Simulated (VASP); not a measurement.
# PbS (Galena) (Fm-3m) in VASP: notebook, part 2 of 2

VASP 6.6.1. The steps go on from the part before.

### Step 3. Relaxation of the atoms, r2SCAN

Contents of INCAR:

```
PREC     = Accurate       # precision mode
ENCUT    = 600            # plane-wave cutoff, eV
EDIFF    = 1E-7           # SCF threshold, eV
ISMEAR   = 0              # smearing method
SIGMA    = 0.03           # smearing width, eV
LREAL    = F              # projectors in reciprocal space
LASPH    = T              # aspherical terms in the spheres
NELM     = 80             # most SCF steps
ALGO     = Normal         # electronic algorithm
ISIF     = 2              # what is computed and relaxed
LWAVE    = F              # write WAVECAR
LCHARG   = F              # write CHGCAR
METAGGA  = R2SCAN         # meta-GGA
LMIXTAU  = T            
IBRION   = 2              # ionic algorithm
NSW      = 40             # ionic steps
EDIFFG   = -0.01          # ionic threshold
```

Contents of KPOINTS:

```
regular mesh
0
Gamma
  8 8 8
```

Contents of POSCAR:

```
PbS                                     
1.0
    0.0000000000      2.9877090861      2.9877090861
    2.9877090861      0.0000000000      2.9877090861
    2.9877090861      2.9877090861      0.0000000000
  Pb              S             
     1     1
Direct
     0.0000000000000000    0.0000000000000000    0.0000000000000000
     0.5000000000000000    0.5000000000000000    0.5000000000000000
```

Potentials or basis: VASP PAW PBE potentials, release 64 (Pb_d, S).

On the command line:

```bash
$ cat potpaw_PBE.64/Pb_d/POTCAR potpaw_PBE.64/S/POTCAR > POTCAR
$ mpirun -np 1 vasp_std > vasp.out
```

OUTCAR:

```text
PREC = Accurate
   ENCUT = 600
   EDIFF = 1E-7
   ISMEAR = 0
   LREAL = F
   LASPH = T
   NELM = 80
   ISIF = 2
   METAGGA = R2SCAN
   IBRION = 2
   NSW = 40
   EDIFFG = -0.01

 ion  position               nearest neighbor table
   1  0.000  0.000  0.000-   2 2.99   2 2.99   2 2.99   2 2.99   2 2.99   2 2.99
   2  0.500  0.500  0.500-   1 2.99   1 2.99   1 2.99   1 2.99   1 2.99   1 2.99

  LATTYP: Found a face centered cubic cell.
 ALAT       =     5.9754181722

  Lattice vectors:

 A1 = (   0.0000000000,   2.9877090861,   2.9877090861)
 A2 = (   2.9877090861,   0.0000000000,   2.9877090861)
 A3 = (   2.9877090861,   2.9877090861,   0.0000000000)

Analysis of symmetry for initial positions (statically):
=====================================================================
 Subroutine PRICEL returns:
 Original cell was already a primitive cell.

 Routine SETGRP: Setting up the symmetry group for a
 face centered cubic supercell.

 Subroutine GETGRP returns: Found 48 space group operations
 (whereof 48 operations were pure point group operations)
 out of a pool of 48 trial point group operations.

The static configuration has the point symmetry O_h .

Analysis of symmetry for dynamics (positions and initial velocities):
=====================================================================
 Subroutine PRICEL returns:
 Original cell was already a primitive cell.

 Routine SETGRP: Setting up the symmetry group for a
 face centered cubic supercell.

 Subroutine GETGRP returns: Found 48 space group operations
 (whereof 48 operations were pure point group operations)
 out of a pool of 48 trial point group operations.

The dynamic configuration has the point symmetry O_h .

 Subroutine INISYM returns: Found 48 space group operations
 (whereof 48 operations are pure point group operations),
 and found     1 'primitive' translations

----------------------------------------------------------------------------------------

                                     Primitive cell
[... 119 lines left out ...]
   IVDW    =     0    specifies the selected vdW correction
   LEPSILON=     F    determine dielectric tensor
   LRPA    =     F    only Hartree local field effects (RPA)
 conjugate gradient relaxation of ions
 non-spin polarized calculation
 Gauss-broadening in eV      SIGMA  =   0.03
  energy-cutoff  :      600.00
  volume of cell :       53.34
 maximum number of plane-waves:      1812
 NGX is ok and might be reduce to    36
   NGX = 17   NGY = 17   NGZ = 17

 number of electron      20.0000000 magnetization

 Free energy of the ion-electron system (eV)
  ---------------------------------------------------
  ext. energy  EPLUGINS =         0.00000000
  ---------------------------------------------------
  free energy    TOTEN  =       -65.61265662 eV

  energy without entropy =      -65.61265662  energy(sigma->0) =      -65.61265662

 E-fermi :   5.5179     XC(G=0): -10.1434

 val. band max:        5.3889464069   @ k =   0.5000   0.0000   0.0000
 cond. band min:       6.0931935771   @ k =   0.5000   0.0000   0.0000
 fundamental gap:      0.7042471702
 Fermi energy:         5.5178848997

 k-point     1 :       0.0000    0.0000    0.0000
  band No.  band energies     occupation
      1     -12.0072      2.00000
      2     -12.0072      2.00000
      3     -12.0072      2.00000
      4     -11.9906      2.00000
      5     -11.9906      2.00000
      6      -8.6003      2.00000
      7      -0.7377      2.00000
      8       3.1929      2.00000
      9       3.1929      2.00000
     10       3.1929      2.00000
     11      10.9000      0.00000
     12      10.9000      0.00000
     13      10.9000      0.00000
     14      12.6028      0.00000
[... 377 lines left out ...]
      1     -12.0599      2.00000
      2     -12.0083      2.00000
      3     -11.9922      2.00000
      4     -11.9805      2.00000
      5     -11.9612      2.00000
      6      -7.1817      2.00000
      7      -3.1989      2.00000
      8       1.9686      2.00000
      9       2.3881      2.00000
     10       4.3905      2.00000
     11       7.2626      0.00000
     12       9.0887      0.00000
     13       9.7181      0.00000
     14      13.8389      0.00000

 [... further k-points ...]
[... 5 lines left out ...]
  --------------------------------------------------------------------------------------
  -------------------------------------------------------------------------------------
  Total       -0.0005284     -0.0005284     -0.0005284     -0.0000000      0.0000000     -0.0000000
  in kB       -0.0158730     -0.0158730     -0.0158730     -0.0000000      0.0000000     -0.0000000
  external PRESSURE =      -0.0158730 kB  Pullay stress =       0.0000000 kB

 VOLUME and BASIS-vectors are now :
 -----------------------------------------------------------------------------
  energy-cutoff  :      600.00
  volume of cell :       53.34
      direct lattice vectors                 reciprocal lattice vectors
     0.000000000  2.987709086  2.987709086    -0.167352304  0.167352304  0.167352304
     2.987709086  0.000000000  2.987709086     0.167352304 -0.167352304  0.167352304
     2.987709086  2.987709086  0.000000000     0.167352304  0.167352304 -0.167352304

 POSITION                                       TOTAL-FORCE (eV/Angst)
 -----------------------------------------------------------------------------------
      0.00000      0.00000      0.00000        -0.000000      0.000000      0.000000
      2.98771      2.98771      2.98771         0.000000      0.000000     -0.000000
 -----------------------------------------------------------------------------------
    total drift:                                0.000000      0.000000      0.000000

  FREE ENERGIE OF THE ION-ELECTRON SYSTEM (eV)
  ---------------------------------------------------
  free  energy   TOTEN  =       -65.6126566205 eV

  energy  without entropy=      -65.6126566205  energy(sigma->0) =      -65.61265662

 reached required accuracy - stopping structural energy minimisation
```

OSZICAR:

```text
N       E                     dE             d eps       ncg     rms          rms(c)
DAV:   1     0.111073834837E+03    0.11107E+03   -0.10870E+04   820   0.170E+03
DAV:   2    -0.560622166880E+02   -0.16714E+03   -0.16353E+03   860   0.385E+02
DAV:   3    -0.702863256711E+02   -0.14224E+02   -0.13919E+02  1072   0.113E+02
[... 12 lines left out ...]
DAV:  16    -0.656126543469E+02   -0.12434E-05   -0.13156E-05  1034   0.379E-02    0.452E-03
DAV:  17    -0.656126554215E+02   -0.10747E-05   -0.55615E-06   836   0.247E-02    0.237E-03
DAV:  18    -0.656126551208E+02    0.30078E-06   -0.19020E-07   964   0.467E-03    0.623E-04
DAV:  19    -0.656126565772E+02   -0.14565E-05   -0.13348E-06   824   0.119E-02    0.168E-04
DAV:  20    -0.656126566205E+02   -0.43312E-07   -0.34947E-08   490   0.196E-03
   1 F= -.65612657E+02 E0= -.65612657E+02  d E =-.656127E+02
```

It took 59 s on 1 thread of Intel Xeon 6975P-C (Granite Rapids), shared host; peak memory 0.22 GiB.

What came out:

| Property | Result |
| --- | --- |
| Free energy | -65.6127 eV |
| Pressure after relaxing | 0.0 GPa |
| Band gap on the k mesh | 0.70 eV, direct |

Final structure:
```
Pb S
1.0
     0.00000    2.98771    2.98771
     2.98771    0.00000    2.98771
     2.98771    2.98771    0.00000
Pb S
1 1
Direct
  0.00000 0.00000 0.00000
  0.50000 0.50000 0.50000
```

Levels at points of the mesh, in eV from the valence-band top:
| k point | band 7 | band 8 | band 9 | band 10 | band 11 | band 12 | band 13 | band 14 |
| --- | --- | --- | --- | --- | --- | --- | --- | --- |
| (0.00, 0.00, 0.00) | -6.13 | -2.20 | -2.20 | -2.20 | 5.51 | 5.51 | 5.51 | 7.21 |
| (0.50, 0.00, 0.00) | -8.96 | -1.81 | -1.81 | 0.00 | 0.70 | 2.25 | 2.25 | 9.16 |
| (0.50, 0.50, 0.00) | -7.31 | -5.17 | -3.44 | -3.44 | 4.26 | 5.95 | 6.02 | 6.02 |

Caveat: the relaxation stopped at its first step, so nothing moved; the PAW data sets were made with another functional, which shifts forces and pressure a little; spin-orbit coupling is left out, which as a rule narrows the gap of such compounds by several tenths of an eV.

### Step 4. Relaxation of the atoms, r2SCAN (a relaxed cell with its volume scaled by 1.02)

INCAR is that of step 3.

KPOINTS is that of step 3.

Contents of POSCAR:

```
PbS                                     
1.0
    0.0000000000      3.0074958156      3.0074958156
    3.0074958156      0.0000000000      3.0074958156
    3.0074958156      3.0074958156      0.0000000000
  Pb              S             
     1     1
Direct
     0.0000000000000000    0.0000000000000000    0.0000000000000000
     0.5000000000000000    0.5000000000000000    0.5000000000000000
```

On the command line:

```bash
$ cat potpaw_PBE.64/Pb_d/POTCAR potpaw_PBE.64/S/POTCAR > POTCAR
$ mpirun -np 1 vasp_std > vasp.out
```

Wall time 61 s (1 thread of Intel Xeon 6975P-C (Granite Rapids), shared host); peak memory 0.22 GiB.

Results (log left out):

```
Free energy             : -65.6090 eV
Pressure after relaxing : -1.1 GPa
Band gap on the k mesh  : 0.77 eV, direct
```

Final structure:
```
CELL_PARAMETERS angstrom
0.00000 3.00750 3.00750
3.00750 0.00000 3.00750
3.00750 3.00750 0.00000
ATOMIC_POSITIONS crystal
Pb 0.00000 0.00000 0.00000
S 0.50000 0.50000 0.50000
```

Levels at points of the mesh, in eV from the valence-band top:
| k point | band 8 | band 9 | band 10 | band 11 | band 12 | band 13 |
| --- | --- | --- | --- | --- | --- | --- |
| (0.00, 0.00, 0.00) | -2.07 | -2.07 | -2.07 | 5.47 | 5.47 | 5.47 |
| (0.50, 0.00, 0.00) | -1.70 | -1.70 | 0.00 | 0.77 | 2.32 | 2.32 |
| (0.50, 0.50, 0.00) | -4.98 | -3.29 | -3.29 | 4.37 | 5.90 | 5.97 |

Caveat: the relaxation stopped at its first step, so nothing moved; the PAW data sets were made with another functional, which shifts forces and pressure a little; spin-orbit coupling is left out, which as a rule narrows the gap of such compounds by several tenths of an eV.

### Step 5. Relaxation of the atoms, r2SCAN (a relaxed cell with its volume scaled by 1.04)

INCAR is that of step 4.

KPOINTS is that of step 4.

Contents of POSCAR:

```
PbS                                     
1.0
    0.0000000000      3.0270255565      3.0270255565
    3.0270255565      0.0000000000      3.0270255565
    3.0270255565      3.0270255565      0.0000000000
  Pb              S             
     1     1
Direct
     0.0000000000000000    0.0000000000000000    0.0000000000000000
     0.5000000000000000    0.5000000000000000    0.5000000000000000
```

On the command line:

```bash
$ cat potpaw_PBE.64/Pb_d/POTCAR potpaw_PBE.64/S/POTCAR > POTCAR
$ mpirun -np 1 vasp_std > vasp.out
```

It took 62 s on 1 thread of Intel Xeon 6975P-C (Granite Rapids), shared host; peak memory 0.22 GiB.

The run converged. Its results:

```
Free energy             : -65.5985 eV
Pressure after relaxing : -2.1 GPa
Band gap on the k mesh  : 0.84 eV, direct
```

Final structure:
```yaml
crystal:
  lattice:
    - [0.00000, 3.02703, 3.02703]
    - [3.02703, 0.00000, 3.02703]
    - [3.02703, 3.02703, 0.00000]
  atoms:
    - { symbol: Pb, position: [0.00000, 0.00000, 0.00000] }
    - { symbol: S, position: [0.50000, 0.50000, 0.50000] }
```

Levels at points of the mesh, in eV from the valence-band top:
```csv
k point,band 7,band 8,band 9,band 10,band 11,band 12,band 13,band 14
"(0.00, 0.00, 0.00)",-6.16,-1.96,-1.96,-1.96,5.43,5.43,5.43,7.35
"(0.50, 0.00, 0.00)",-8.69,-1.60,-1.60,0.00,0.84,2.38,2.38,9.13
"(0.50, 0.50, 0.00)",-7.22,-4.79,-3.14,-3.14,4.47,5.85,5.91,5.91
```

Caveat: the relaxation stopped at its first step, so nothing moved; the PAW data sets were made with another functional, which shifts forces and pressure a little; spin-orbit coupling is left out, which as a rule narrows the gap of such compounds by several tenths of an eV. A k mesh can miss the band edges.

### Step 6. Summary

```csv
cell,gap on the mesh (eV),pressure (GPa)
atoms relaxed from: a relaxed cell with its volume scaled by 0.98,0.63,1.2
atoms relaxed,0.70,0.0
atoms relaxed from: a relaxed cell with its volume scaled by 1.02,0.77,-1.1
atoms relaxed from: a relaxed cell with its volume scaled by 1.04,0.84,-2.1
```

Alike in all rows: task relaxation of the atoms; level r2SCAN; potentials or basis VASP PAW PBE potentials, release 64 (Pb_d, S); no spin polarisation; k mesh 8 × 8 × 8; cutoff (eV) 600; smearing gaussian 0.03 eV.

Caveats: the relaxation stopped at its first step, so nothing moved; the PAW data sets were made with another functional, which shifts forces and pressure a little; spin-orbit coupling is left out, which as a rule narrows the gap of such compounds by several tenths of an eV.

Total energies depend on the potentials used, so only differences within one code and one set of settings carry meaning.
